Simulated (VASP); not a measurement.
# SrTiO3 (Pm-3m) in VASP: a series of runs

Runs on SrTiO3. Level: PBEsol. Tasks: relaxation of cell and atoms.

Everything below comes from runs of VASP 6.6.1. Logs are shortened: lines on timing, memory, paths and dates and some standing lists are left out, and cuts for length are marked.

## (1) Starting point

Symmetry: Pm-3m, No. 221, cubic system. Conventional cell: a = 3.905 Å, b = 3.905 Å, c = 3.905 Å, α = 90.00°, β = 90.00°, γ = 90.00°. Sr (site symmetry m-3m) has 12 O at 2.76 Å as nearest neighbours. Ti (site symmetry m-3m) has 6 O at 1.95 Å as nearest neighbours. Around O (site symmetry 4/mmm) lie 2 Ti at 1.95 Å.

## (2) Relaxation of cell and atoms, PBEsol

The input, INCAR:

```
  PREC = Accurate
  ENCUT = 600
  EDIFF = 1E-6
  ISMEAR = 0
  SIGMA = 0.03
  LREAL = F
  LASPH = T
  NELM = 80
  ALGO = Normal
  ISIF = 3
  LWAVE = F
  LCHARG = F
  GGA = PS
  IBRION = 2
  NSW = 90
  EDIFFG = -0.01
```

The input, KPOINTS:

```
regular mesh
0
Gamma
  8 8 8
```

The input, POSCAR:

```
SrTiO3
1.0
    3.9052800000      0.0000000000      0.0000000000
    0.0000000000      3.9052800000      0.0000000000
    0.0000000000      0.0000000000      3.9052800000
Sr Ti O
1 1 3
Direct
    0.5000000000      0.5000000000      0.5000000000
    0.0000000000      0.0000000000      0.0000000000
    0.5000000000      0.0000000000      0.0000000000
    0.0000000000      0.5000000000      0.0000000000
    0.0000000000      0.0000000000      0.5000000000
```

Potentials or basis: VASP PAW PBE potentials, release 64 (Sr_sv, Ti_sv, O).

On the command line:

```sh
$ cat potpaw_PBE.64/Sr_sv/POTCAR potpaw_PBE.64/Ti_sv/POTCAR potpaw_PBE.64/O/POTCAR > POTCAR
$ mpirun -np 1 vasp_std > vasp.out
```

OUTCAR:

```text
PREC = Accurate
   ENCUT = 600
   EDIFF = 1E-6
   ISMEAR = 0
   LREAL = F
   LASPH = T
   NELM = 80
   ISIF = 3
   GGA = PS
   IBRION = 2
   NSW = 90
   EDIFFG = -0.01

 ion  position               nearest neighbor table
   1  0.500  0.500  0.500-   3 2.76   4 2.76   5 2.76   3 2.76   4 2.76   3 2.76   5 2.76   3 2.76
                             4 2.76   5 2.76   4 2.76   5 2.76   2 3.38   2 3.38   2 3.38   2 3.38
   2  0.000  0.000  0.000-   3 1.95   4 1.95   5 1.95   5 1.95   4 1.95   3 1.95   1 3.38   1 3.38
                             1 3.38   1 3.38   1 3.38   1 3.38   1 3.38   1 3.38
   3  0.500  0.000  0.000-   2 1.95   2 1.95   1 2.76   1 2.76   1 2.76   1 2.76
   4  0.000  0.500  0.000-   2 1.95   2 1.95   1 2.76   1 2.76   1 2.76   1 2.76
   5  0.000  0.000  0.500-   2 1.95   2 1.95   1 2.76   1 2.76   1 2.76   1 2.76

  LATTYP: Found a simple cubic cell.
 ALAT       =     3.9052800000

  Lattice vectors:

 A1 = (   3.9052800000,   0.0000000000,   0.0000000000)
 A2 = (   0.0000000000,   3.9052800000,   0.0000000000)
 A3 = (   0.0000000000,   0.0000000000,   3.9052800000)

Analysis of symmetry for initial positions (statically):
=====================================================================
 Subroutine PRICEL returns:
 Original cell was already a primitive cell.

 Routine SETGRP: Setting up the symmetry group for a
 simple cubic supercell.

 Subroutine GETGRP returns: Found 48 space group operations
 (whereof 48 operations were pure point group operations)
 out of a pool of 48 trial point group operations.

The static configuration has the point symmetry O_h .

Analysis of symmetry for dynamics (positions and initial velocities):
=====================================================================
 Subroutine PRICEL returns:
 Original cell was already a primitive cell.

 Routine SETGRP: Setting up the symmetry group for a
 simple cubic supercell.

 Subroutine GETGRP returns: Found 48 space group operations
 (whereof 48 operations were pure point group operations)
 out of a pool of 48 trial point group operations.

The dynamic configuration has the point symmetry O_h .

 Subroutine INISYM returns: Found 48 space group operations
 (whereof 48 operations are pure point group operations),
 and found     1 'primitive' translations

----------------------------------------------------------------------------------------

                                     Primitive cell

  volume of cell :      59.5603

[... 105 lines left out ...]
   NELECT =      40.0000    total number of electrons
   NUPDOWN=      -1.0000    fix difference up-down
   EMIN   =  10.00;   EMAX   =-10.00  energy-range for DOS
   EFERMI =   0.00;   METHOD = LEGACY
   ISMEAR =     0;   SIGMA  =   0.03  broadening in eV -4-tet -1-fermi 0-gaus
   EFERMI_NEDOS =   21; number of points for ismear=-14 and -15
   IALGO  =     38    algorithm
   IMIX   =      4    mixing-type and parameters
     AMIX     =   0.40;   BMIX     =  1.00
     AMIX_MAG =   1.60;   BMIX_MAG =  1.00
  volume/ion in A,a.u.               =      11.91        80.39
  Fermi-wavevector in a.u.,A,eV,Ry     =   1.433648  2.709203 27.964703  2.055348
  Thomas-Fermi vector in A             =   2.553143
   LORBIT       =      0    0 simple, 1 ext, 2 COOP (PROOUT), +10 PAW based schemes
   GGA     = PS    functional components
   LHFCALC =     F    Hartree Fock is set to
   AEXX    =    0.0000 exact exchange contribution
   IVDW    =     0    specifies the selected vdW correction
   LEPSILON=     F    determine dielectric tensor
   LRPA    =     F    only Hartree local field effects (RPA)
 conjugate gradient relaxation of ions
 non-spin polarized calculation
 Gauss-broadening in eV      SIGMA  =   0.03
  energy-cutoff  :      600.00
  volume of cell :       59.56
 maximum number of plane-waves:      2008
 NGX is ok and might be reduce to    32
   NGX = 15   NGY = 15   NGZ = 15

--------------------------------------- Ionic step        1  -------------------------------------------

 number of electron      39.9999979 magnetization

 Free energy of the ion-electron system (eV)
  ---------------------------------------------------
  ext. energy  EPLUGINS =         0.00000000
  ---------------------------------------------------
  free energy    TOTEN  =       -42.02103690 eV

  energy without entropy =      -42.02103690  energy(sigma->0) =      -42.02103690

------------------------ aborting loop because EDIFF is reached ----------------------------------------

  FORCE on cell =-STRESS in cart. coord.  units (eV):
  Direction    XX          YY          ZZ          XY          YZ          ZX
  --------------------------------------------------------------------------------------
  -------------------------------------------------------------------------------------
  Total       -0.5652723     -0.5652723     -0.5652723      0.0000000     -0.0000000      0.0000000
  in kB      -15.2058877    -15.2058877    -15.2058877      0.0000000     -0.0000000      0.0000000
  external PRESSURE =     -15.2058877 kB  Pullay stress =       0.0000000 kB
[... 65 lines left out ...]
--------------------------------------- Ionic step        3  -------------------------------------------

 number of electron      39.9999982 magnetization

 Free energy of the ion-electron system (eV)
  ---------------------------------------------------
  ext. energy  EPLUGINS =         0.00000000
  ---------------------------------------------------
  free energy    TOTEN  =       -42.02328934 eV

  energy without entropy =      -42.02328934  energy(sigma->0) =      -42.02328934

 E-fermi :   4.2731     XC(G=0): -11.5816

 val. band max:        4.0886735525   @ k =   0.5000   0.5000   0.5000
 cond. band min:       5.9045215546   @ k =   0.0000   0.0000   0.0000
 fundamental gap:      1.8158480021
 Fermi energy:         4.2730660911

 k-point     1 :       0.0000    0.0000    0.0000
  band No.  band energies     occupation
      1     -52.0790      2.00000
      2     -28.5313      2.00000
      3     -28.4467      2.00000
      4     -28.4467      2.00000
      5     -28.4467      2.00000
      6     -13.2996      2.00000
[... 637 lines left out ...]
     23       8.2736      0.00000
     24       9.9450      0.00000

 [... further k-points ...]

------------------------ aborting loop because EDIFF is reached ----------------------------------------

  FORCE on cell =-STRESS in cart. coord.  units (eV):
  Direction    XX          YY          ZZ          XY          YZ          ZX
  --------------------------------------------------------------------------------------
  -------------------------------------------------------------------------------------
  Total       -0.0033623     -0.0033623     -0.0033623      0.0000000      0.0000000     -0.0000000
  in kB       -0.0911817     -0.0911817     -0.0911817      0.0000000      0.0000000     -0.0000000
  external PRESSURE =      -0.0911817 kB  Pullay stress =       0.0000000 kB
[... 20 lines left out ...]
  FREE ENERGIE OF THE ION-ELECTRON SYSTEM (eV)
  ---------------------------------------------------
  free  energy   TOTEN  =       -42.0232893433 eV

  energy  without entropy=      -42.0232893433  energy(sigma->0) =      -42.02328934

 reached required accuracy - stopping structural energy minimisation
```

OSZICAR:

```text
N       E                     dE             d eps       ncg     rms          rms(c)
DAV:   1     0.462835554140E+03    0.46284E+03   -0.23010E+04  1680   0.200E+03
DAV:   2    -0.123670565875E+01   -0.46407E+03   -0.45618E+03  2024   0.516E+02
DAV:   3    -0.492031574762E+02   -0.47966E+02   -0.45562E+02  2088   0.154E+02
[... 30 lines left out ...]
DAV:   4    -0.420230485000E+02   -0.10108E-03   -0.35438E-03  2416   0.316E-01    0.171E-01
DAV:   5    -0.420231305449E+02   -0.82045E-04   -0.33106E-04  2864   0.176E-01    0.134E-01
DAV:   6    -0.420232480807E+02   -0.11754E-03   -0.21284E-04  2272   0.845E-02    0.564E-02
DAV:   7    -0.420232879616E+02   -0.39881E-04   -0.11202E-04  2896   0.593E-02    0.116E-02
DAV:   8    -0.420232896095E+02   -0.16479E-05   -0.49390E-06  1808   0.169E-02    0.352E-03
DAV:   9    -0.420232893433E+02    0.26613E-06   -0.28023E-06  1952   0.112E-02
   3 F= -.42023289E+02 E0= -.42023289E+02  d E =-.225245E-02
```

CONTCAR:

```text
SrTiO3
   1.00000000000000
     3.8947475961503346    0.0000000000000000    0.0000000000000000
     0.0000000000000000    3.8947475961503346   -0.0000000000000000
     0.0000000000000000   -0.0000000000000000    3.8947475961503346
  Sr              Ti              O
     1     1     3
Direct
     0.5000000000000000    0.5000000000000000    0.5000000000000000
     0.0000000000000000    0.0000000000000000    0.0000000000000000
     0.5000000000000000    0.0000000000000000    0.0000000000000000
     0.0000000000000000    0.5000000000000000    0.0000000000000000
     0.0000000000000000    0.0000000000000000    0.5000000000000000

  0.00000000E+00  0.00000000E+00  0.00000000E+00
  0.00000000E+00  0.00000000E+00  0.00000000E+00
  0.00000000E+00  0.00000000E+00  0.00000000E+00
  0.00000000E+00  0.00000000E+00  0.00000000E+00
  0.00000000E+00  0.00000000E+00  0.00000000E+00
```

Wall time 2 min (1 thread of Intel Xeon Platinum 8488C (Sapphire Rapids), shared host); peak memory 0.23 GiB.

Results:

```yaml
Free_energy: -42.0233 eV
Relaxed_volume: 11.82 Å³/atom
Relaxed_cell: a = 3.895 Å, b = 3.895 Å, c = 3.895 Å, α = 90.00°, β = 90.00°, γ = 90.00°
Space_group_after_relaxing_to_0.05_Å: Pm-3m (No. 221)
Energy_gained_by_relaxing: 0.5 meV/atom
Ionic_steps: 3
Pressure_after_relaxing: 0.0 GPa
Band_gap_on_the_k_mesh: 1.82 eV, indirect (least direct gap 2.17 eV)
```

Step by step:
| step | energy change (eV) | largest force (eV/Å) | pressure (GPa) | volume (Å³) |
| --- | --- | --- | --- | --- |
| 1 | 0.0000 | 0.0000 | -1.52 | 59.56 |
| 2 | 0.0001 | 0.0000 | 1.55 | 58.59 |
| 3 | -0.0023 | 0.0000 | -0.01 | 59.08 |

Final structure:
```yaml
crystal:
  lattice:
    - [3.89475, 0.00000, 0.00000]
    - [0.00000, 3.89475, 0.00000]
    - [0.00000, 0.00000, 3.89475]
  atoms:
    - { symbol: Sr, position: [0.50000, 0.50000, 0.50000] }
    - { symbol: Ti, position: [0.00000, 0.00000, 0.00000] }
    - { symbol: O, position: [0.50000, 0.00000, 0.00000] }
    - { symbol: O, position: [0.00000, 0.50000, 0.00000] }
    - { symbol: O, position: [0.00000, 0.00000, 0.50000] }
```

Caveat: the PAW data sets were made with another functional, which shifts forces and pressure a little. A k mesh can miss the band edges.

## (3) Relaxation of cell and atoms, PBEsol

This run uses another cell than the first one, of 11.82 Å³/atom, 0.992 times its volume.

INCAR: that of step 2 with these lines changed.

```diff
@@ -2,3 +2,3 @@
   ENCUT = 600
-  EDIFF = 1E-6
+  EDIFF = 1E-7
   ISMEAR = 0
@@ -15,2 +15,2 @@
   NSW = 90
-  EDIFFG = -0.01
+  EDIFFG = -0.005
```

KPOINTS is that of step 2.

The input, POSCAR:

```
SrTiO3                                  
1.0
    3.8947475962      0.0000000000      0.0000000000
    0.0000000000      3.8947475962     -0.0000000000
    0.0000000000     -0.0000000000      3.8947475962
  Sr              Ti              O             
     1     1     3
Direct
     0.5000000000000000    0.5000000000000000    0.5000000000000000
     0.0000000000000000    0.0000000000000000    0.0000000000000000
     0.5000000000000000    0.0000000000000000    0.0000000000000000
     0.0000000000000000    0.5000000000000000    0.0000000000000000
     0.0000000000000000    0.0000000000000000    0.5000000000000000
```

Potentials or basis: VASP PAW PBE potentials, release 64 (Sr_sv, Ti_sv, O).

On the command line:

```sh
$ cat potpaw_PBE.64/Sr_sv/POTCAR potpaw_PBE.64/Ti_sv/POTCAR potpaw_PBE.64/O/POTCAR > POTCAR
$ mpirun -np 1 vasp_std > vasp.out
```

OUTCAR:

```text
PREC = Accurate
   ENCUT = 600
   EDIFF = 1E-7
   ISMEAR = 0
   LREAL = F
   LASPH = T
   NELM = 80
   ISIF = 3
   GGA = PS
   IBRION = 2
   NSW = 90
   EDIFFG = -0.005

 ion  position               nearest neighbor table
   1  0.500  0.500  0.500-   3 2.75   4 2.75   5 2.75   3 2.75   4 2.75   3 2.75   5 2.75   3 2.75
                             4 2.75   5 2.75   4 2.75   5 2.75   2 3.37   2 3.37   2 3.37   2 3.37
   2  0.000  0.000  0.000-   3 1.95   4 1.95   5 1.95   5 1.95   4 1.95   3 1.95   1 3.37   1 3.37
                             1 3.37   1 3.37   1 3.37   1 3.37   1 3.37   1 3.37
   3  0.500  0.000  0.000-   2 1.95   2 1.95   1 2.75   1 2.75   1 2.75   1 2.75
   4  0.000  0.500  0.000-   2 1.95   2 1.95   1 2.75   1 2.75   1 2.75   1 2.75
   5  0.000  0.000  0.500-   2 1.95   2 1.95   1 2.75   1 2.75   1 2.75   1 2.75

  LATTYP: Found a simple cubic cell.
 ALAT       =     3.8947475962

  Lattice vectors:

 A1 = (   3.8947475962,   0.0000000000,   0.0000000000)
 A2 = (   0.0000000000,   3.8947475962,   0.0000000000)
 A3 = (   0.0000000000,   0.0000000000,   3.8947475962)

Analysis of symmetry for initial positions (statically):
[... 186 lines left out ...]
 fundamental gap:      1.8154627653
 Fermi energy:         4.2730181495

 k-point     1 :       0.0000    0.0000    0.0000
  band No.  band energies     occupation
      1     -52.0791      2.00000
      2     -28.5312      2.00000
      3     -28.4468      2.00000
      4     -28.4468      2.00000
      5     -28.4468      2.00000
      6     -13.2996      2.00000
[... 637 lines left out ...]
     23       8.2736      0.00000
     24       9.9449      0.00000

 [... further k-points ...]

------------------------ aborting loop because EDIFF is reached ----------------------------------------

  FORCE on cell =-STRESS in cart. coord.  units (eV):
  Direction    XX          YY          ZZ          XY          YZ          ZX
  --------------------------------------------------------------------------------------
  -------------------------------------------------------------------------------------
  Total       -0.0023794     -0.0023794     -0.0023794      0.0000000     -0.0000000      0.0000000
  in kB       -0.0645281     -0.0645281     -0.0645281      0.0000000     -0.0000000      0.0000000
  external PRESSURE =      -0.0645281 kB  Pullay stress =       0.0000000 kB

 VOLUME and BASIS-vectors are now :
 -----------------------------------------------------------------------------
  energy-cutoff  :      600.00
  volume of cell :       59.08
      direct lattice vectors                 reciprocal lattice vectors
     3.894747596  0.000000000  0.000000000     0.256756048  0.000000000  0.000000000
     0.000000000  3.894747596  0.000000000     0.000000000  0.256756048  0.000000000
     0.000000000  0.000000000  3.894747596     0.000000000  0.000000000  0.256756048

 POSITION                                       TOTAL-FORCE (eV/Angst)
 -----------------------------------------------------------------------------------
      1.94737      1.94737      1.94737         0.000000      0.000000      0.000000
      0.00000      0.00000      0.00000         0.000000      0.000000      0.000000
      1.94737      0.00000      0.00000         0.000000      0.000000      0.000000
      0.00000      1.94737      0.00000         0.000000      0.000000      0.000000
      0.00000      0.00000      1.94737         0.000000      0.000000      0.000000
 -----------------------------------------------------------------------------------
    total drift:                                0.000000      0.000000     -0.000000

  FREE ENERGIE OF THE ION-ELECTRON SYSTEM (eV)
  ---------------------------------------------------
  free  energy   TOTEN  =       -42.0221701629 eV

  energy  without entropy=      -42.0221701629  energy(sigma->0) =      -42.02217016

 reached required accuracy - stopping structural energy minimisation
```

OSZICAR:

```text
N       E                     dE             d eps       ncg     rms          rms(c)
DAV:   1     0.471964748458E+03    0.47196E+03   -0.23252E+04  1680   0.201E+03
DAV:   2    -0.559405166646E+01   -0.47756E+03   -0.46885E+03  2048   0.520E+02
DAV:   3    -0.492324424809E+02   -0.43638E+02   -0.42827E+02  2056   0.153E+02
DAV:   4    -0.515728045279E+02   -0.23404E+01   -0.23393E+01  2768   0.310E+01
DAV:   5    -0.516252658520E+02   -0.52461E-01   -0.52458E-01  2264   0.388E+00    0.271E+01
DAV:   6    -0.420749225440E+02    0.95503E+01   -0.61459E+01  2512   0.743E+01    0.169E+01
DAV:   7    -0.420949453729E+02   -0.20023E-01   -0.81638E+00  1952   0.220E+01    0.110E+01
DAV:   8    -0.421584256991E+02   -0.63480E-01   -0.22209E+00  2224   0.163E+01    0.362E+00
DAV:   9    -0.420261622387E+02    0.13226E+00   -0.61012E-01  2024   0.818E+00    0.947E-01
DAV:  10    -0.420308736102E+02   -0.47114E-02   -0.13230E-01  2280   0.259E+00    0.814E-01
DAV:  11    -0.420224941178E+02    0.83795E-02   -0.74134E-02  2432   0.222E+00    0.203E-01
DAV:  12    -0.420221616173E+02    0.33250E-03   -0.35661E-03  2096   0.680E-01    0.638E-02
DAV:  13    -0.420221796381E+02   -0.18021E-04   -0.21628E-04  2424   0.126E-01    0.463E-02
DAV:  14    -0.420221723218E+02    0.73163E-05   -0.96263E-05  2096   0.686E-02    0.139E-02
DAV:  15    -0.420221701369E+02    0.21849E-05   -0.19041E-05  2272   0.434E-02    0.546E-03
DAV:  16    -0.420221706349E+02   -0.49805E-06   -0.24947E-06  2264   0.170E-02    0.613E-03
DAV:  17    -0.420221701542E+02    0.48075E-06   -0.10851E-06  2008   0.153E-02    0.169E-03
DAV:  18    -0.420221701629E+02   -0.87321E-08   -0.88977E-08  1256   0.282E-03
   1 F= -.42022170E+02 E0= -.42022170E+02  d E =-.420222E+02
```

Run time: 53 s. Hardware: 1 thread of Intel Xeon Platinum 8488C (Sapphire Rapids), shared host; peak memory 0.22 GiB.

What came out:

```
Free energy             : -42.0222 eV
Pressure after relaxing : 0.0 GPa
Band gap on the k mesh  : 1.82 eV, indirect (least direct gap 2.17 eV)
```

Final structure:
```
Sr Ti O
1.0
     3.89475    0.00000    0.00000
     0.00000    3.89475    0.00000
     0.00000    0.00000    3.89475
Sr Ti O
1 1 3
Cartesian
  1.9474 1.9474 1.9474
  0.0000 0.0000 0.0000
  1.9474 0.0000 0.0000
  0.0000 1.9474 0.0000
  0.0000 0.0000 1.9474
```

Caveat: the relaxation stopped at its first step, so nothing moved; the PAW data sets were made with another functional, which shifts forces and pressure a little. A hybrid or GW would open this gap; PBEsol tends to underestimate it.

[end of part 1 of 2]
